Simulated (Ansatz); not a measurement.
Space group C2/m (No. 12). a = 11.750 Å, b = 4.111 Å, c = 4.564 Å, α = 90.00°, β = 110.64°, γ = 90.00°
| atom | site | symmetry | x | y | z |
| --- | --- | --- | --- | --- | --- |
| In | 4i | m | 0.3858 | 0.5000 | 0.0291 |
| Se | 4i | m | 0.1547 | 0.5000 | 0.6375 |

Equation of state of this InSe structure (not necessarily the ground state), with shape and atoms relaxed at each volume where symmetry leaves them free. These are results of DFT PBEsol, scalar-relativistic, plane waves, PAW in Ansatz 0.2.0, not measurements.

Plane waves to 420 eV, a k mesh through Γ of 8×8×6 on the computed 4-atom cell and Gaussian smearing (0.02 eV); no spin polarisation.

```
V (Å³/atom) E − E(largest V) (meV/atom) P (GPa) gap on mesh (eV)
     24.236                         2.79     1.72              0.24
     25.010                        -2.98     0.74              0.48
     25.783                        -4.62     0.00              0.69
     26.557                        -3.31    -0.51              0.86
     27.330                         0.00    -0.84              0.96
```

Task: Fit a third-order Birch–Murnaghan equation to E(V).

Result: V0 = 25.78 Å³/atom, B0 = 20 GPa, B0' = 11.0. B0' is unusual or poorly fixed by this range.

This form isn't the usual stable structure of the compound.